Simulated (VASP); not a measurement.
VASP 6.6.1 run: PbS

INCAR

```
LCHARG = .FALSE.
ISIF = 2
NSW = 0
ENCUT = 520
EDIFF = 1E-7
LASPH = .TRUE.
LWAVE = .FALSE.
GGA = PE
NBANDS = 17
LREAL = .FALSE.
SIGMA = 0.02
IBRION = -1
NELM = 63
ISMEAR = -1
ALGO = All
PREC = Accurate
```

KPOINTS

```
KPOINTS created by Atomic Simulation Environment
0
Gamma
8 8 8
0 0 0
```

POSCAR

```
Pb S
 1.0000000000000000
     0.0000000000000000    3.0320411529000002    3.0320411529000002
     3.0320411529000002    0.0000000000000000    3.0320411529000002
     3.0320411529000002    3.0320411529000002    0.0000000000000000
 Pb  S
   1   1
Cartesian
  0.0000000000000000  0.0000000000000000  0.0000000000000000
  3.0320411529000002  3.0320411529000002  3.0320411529000002
```

The recommended PBE PAW datasets give the neutral cell 20 valence electrons.

Command

```
mpirun -np 1 vasp_std
```

OSZICAR

```
N       E                     dE             d eps       ncg     rms           ort
DAV:   1     0.158579132678E+03    0.15858E+03   -0.99868E+03   493   0.138E+03
DAV:   2     0.286794248733E+01   -0.15571E+03   -0.14970E+03   493   0.310E+02
DAV:   3    -0.898086265770E+01   -0.11849E+02   -0.11770E+02   493   0.906E+01
DAV:   4    -0.929711320342E+01   -0.31625E+00   -0.31594E+00   493   0.164E+01
DAV:   5    -0.930816282501E+01   -0.11050E-01   -0.11049E-01   493   0.296E+00
SDA:   6    -0.777467382530E+01    0.15335E+01   -0.11049E-01   493   0.392E+01   0.000E+00
CGA:   7    -0.860345332960E+01   -0.82878E+00   -0.83009E+00   493   0.743E+00  -0.576E-01
CGA:   8    -0.871398204875E+01   -0.11053E+00   -0.11042E+00   493   0.119E+00   0.898E-03
CGA:   9    -0.875354964780E+01   -0.39568E-01   -0.39637E-01   493   0.300E-01  -0.497E-03
CGA:  10    -0.876154241080E+01   -0.79928E-02   -0.80017E-02   493   0.731E-02  -0.152E-03
CGA:  11    -0.876281847208E+01   -0.12761E-02   -0.12780E-02   493   0.120E-02   0.500E-04
CGA:  12    -0.876321178551E+01   -0.39331E-03   -0.39388E-03   493   0.158E-03  -0.496E-05
CGA:  13    -0.876324751015E+01   -0.35725E-04   -0.35773E-04   493   0.512E-04  -0.948E-05
CGA:  14    -0.876326074075E+01   -0.13231E-04   -0.13059E-04   493   0.106E-04   0.360E-05
CGA:  15    -0.876326423331E+01   -0.34926E-05   -0.34187E-05   493   0.479E-05   0.103E-05
SDA:  16    -0.876326600897E+01   -0.17757E-05   -0.23159E-05   493   0.531E-05  -0.263E-05
CGA:  17    -0.876326670243E+01   -0.69346E-06   -0.81866E-06   493   0.647E-06   0.124E-05
SDA:  18    -0.876326684203E+01   -0.13960E-06   -0.15339E-06   493   0.260E-06   0.246E-06
SDA:  19    -0.876326711977E+01   -0.27774E-06   -0.27702E-06   493   0.684E-06  -0.172E-06
SDA:  20    -0.876326713164E+01   -0.11870E-07   -0.65548E-07   493   0.132E-06   0.292E-06
   1 F= -.87632671E+01 E0= -.87632671E+01  d E =-.436951E-08
```

From OUTCAR

```
k-points           NKPTS =     29   k-points in BZ     NKDIM =     29   number of bands    NBANDS=     17

   NELECT =      20.0000    total number of electrons

   dimension x,y,z NGX =    32 NGY =   32 NGZ =   32
   dimension x,y,z NGXF=    64 NGYF=   64 NGZF=   64

  energy-cutoff  :      520.00
  volume of cell :       55.75
      direct lattice vectors                 reciprocal lattice vectors
     0.000000000  3.032041153  3.032041153    -0.164905413  0.164905413  0.164905413
     3.032041153  0.000000000  3.032041153     0.164905413 -0.164905413  0.164905413
     3.032041153  3.032041153  0.000000000     0.164905413  0.164905413 -0.164905413

 k-points in reciprocal lattice and weights: KPOINTS created by Atomic Simulation Env
   0.00000000  0.00000000  0.00000000       0.002
   0.12500000  0.00000000  0.00000000       0.016
   0.25000000  0.00000000  0.00000000       0.016
   0.37500000  0.00000000  0.00000000       0.016
   0.50000000  0.00000000  0.00000000       0.008
   0.12500000  0.12500000  0.00000000       0.012
   0.25000000  0.12500000  0.00000000       0.047
   0.37500000  0.12500000  0.00000000       0.047
   ...

 E-fermi :   5.2093

 k-point     1 :       0.0000    0.0000    0.0000
  band No.  band energies     occupation
      1     -11.7533      2.00000
      2     -11.7533      2.00000
      3     -11.7533      2.00000
      4     -11.7354      2.00000
      5     -11.7354      2.00000
      6      -8.0446      2.00000
      7      -1.1757      2.00000
      8       3.1253      2.00000
      9       3.1253      2.00000
     10       3.1253      2.00000
     11       9.9929      0.00000
     12       9.9929      0.00000
     13       9.9929      0.00000
     14      11.8705      0.00000
     15      11.8705      0.00000
     16      11.8705      0.00000
     17      13.8204      0.00000

 k-point     2 :       0.1250    0.0000    0.0000
  band No.  band energies     occupation
      1     -11.7526      2.00000
      2     -11.7505      2.00000
      3     -11.7505      2.00000
      4     -11.7363      2.00000
      5     -11.7363      2.00000
      6      -7.9253      2.00000
      7      -1.5314      2.00000
      8       3.1619      2.00000
      9       3.1619      2.00000
     10       3.3812      2.00000
     11       8.8929      0.00000
     12       9.3213      0.00000
     13       9.3213      0.00000
     14      11.7741      0.00000
     15      12.2129      0.00000
     16      12.2129      0.00000
     17      14.9952      0.00000

 k-point     3 :       0.2500    0.0000    0.0000
  band No.  band energies     occupation
      1     -11.7523      2.00000
      2     -11.7523      2.00000
      3     -11.7512      2.00000
      4     -11.7301      2.00000
      5     -11.7301      2.00000
      6      -7.5970      2.00000
      7      -2.3334      2.00000
      8       3.2662      2.00000
      9       3.2662      2.00000
     10       3.9203      2.00000
     11       7.3513      0.00000
     12       8.2258      0.00000
     13       8.2258      0.00000
     14      11.9223      0.00000
     15      13.0383      0.00000
     16      13.0383      0.00000
     17      16.5817      0.00000

 ...

  Total       -0.4952332     -0.4952332     -0.4952332      0.0000000      0.0000000      0.0000000
  in kB      -14.2326270    -14.2326270    -14.2326270      0.0000000      0.0000000      0.0000000
  external PRESSURE =     -14.2326270 kB  Pullay stress =       0.0000000 kB

 POSITION                                       TOTAL-FORCE (eV/Angst)
 -----------------------------------------------------------------------------------
      0.00000      0.00000      0.00000         0.000000      0.000000      0.000000
      3.03204      3.03204      3.03204        -0.000000     -0.000000     -0.000000
 -----------------------------------------------------------------------------------
    total drift:                                0.000000     -0.000000     -0.000000

  FREE ENERGIE OF THE ION-ELECTRON SYSTEM (eV)
  ---------------------------------------------------
  free  energy   TOTEN  =        -8.7632671316 eV

  energy  without entropy=       -8.7632671273  energy(sigma->0) =       -8.76326713
```

It converged. Results: gap between bands v and c on the k mesh 0.58 eV; least direct gap on the k mesh 0.58 eV; pressure -1.4 GPa. Band v is the last that the valence electrons fill when counted band by band, and c is the next.

For comparison, a separate PBE run of the intended cell, on usual settings and not on those above, gives a gap of 0.58 eV on its mesh and a pressure of -1.4 GPa.

The run above took about 35 s on one core of a shared host (Intel Xeon Platinum 8488C) and held 0.21 GiB at most.
